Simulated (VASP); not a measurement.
## Te: relaxation of shape and atoms at fixed volume with LDA

Crystal: Te.

```
Te
1.0
     4.21816    0.00000    0.00000
    -2.10908    3.65304    0.00000
     0.00000    0.00000    5.85761
Te
3
Direct
  0.28697 0.00000 0.33333
  0.00000 0.28697 0.66667
  0.71303 0.71303 0.00000
```

The cell isn't the ideal one: a relaxed cell with its volume scaled by 0.96.

```
Program                : VASP 6.6.1
Task                   : relaxation of shape and atoms at fixed volume
Functional             : LDA
Potentials or basis    : VASP PAW LDA potentials, release 64 (Te)
Cutoff                 : 600 eV
k mesh                 : 9 × 9 × 6
Occupations            : gaussian, width 0.03 eV
Spin                   : no spin polarisation
Further INCAR settings : ALGO = Normal; EDIFF = 1e-07; IBRION = 2; EDIFFG = -0.01; NSW = 40; ISIF = 4
```

```yaml
Energy_gained_by_relaxing: 3.5 meV/atom
Ionic_steps: 6
Pressure_after_relaxing: 1.8 GPa
Band_gap_on_the_k_mesh: none (metal or under the smearing width)
```

Forces on the atoms (eV/Å):
```
Te   0.002  0.000  0.000
Te  -0.001  0.002  0.000
Te  -0.001 -0.002  0.000
```

Step by step:
| step | energy change (eV) | largest force (eV/Å) | pressure (GPa) |
| --- | --- | --- | --- |
| 1 | 0.0000 | 0.1566 | 2.62 |
| 2 | -0.0058 | 0.1083 | 2.31 |
| 3 | -0.0097 | 0.0347 | 1.80 |
| 4 | -0.0097 | 0.0325 | 1.79 |
| 5 | -0.0101 | 0.0223 | 1.78 |
| 6 | -0.0104 | 0.0025 | 1.76 |

Final structure:
```
Te
1.0
     4.19087    0.00000    0.00000
    -2.09543    3.62940    0.00000
     0.00000    0.00000    5.93416
Te
3
Direct
  0.29381 0.00000 0.33333
  0.00000 0.29381 0.66667
  0.70619 0.70619 0.00000
```

Levels at points of the mesh, in eV from the Fermi level:
```tsv
k point	band 7	band 8	band 9	band 10	band 11	band 12
(0.00, 0.00, 0.00)	-1.87	-1.87	-1.35	1.05	1.05	1.81
(0.00, 0.00, 0.50)	-1.21	-0.75	-0.75	0.10	0.30	0.30
```

Wall time 3.4 min on 1 thread of Intel(R) Xeon(R) Platinum 8559C (Emerald Rapids), with other jobs on the host, peak memory 0.24 GiB.

The run has no spin-orbit coupling, so splittings on Te are missing.
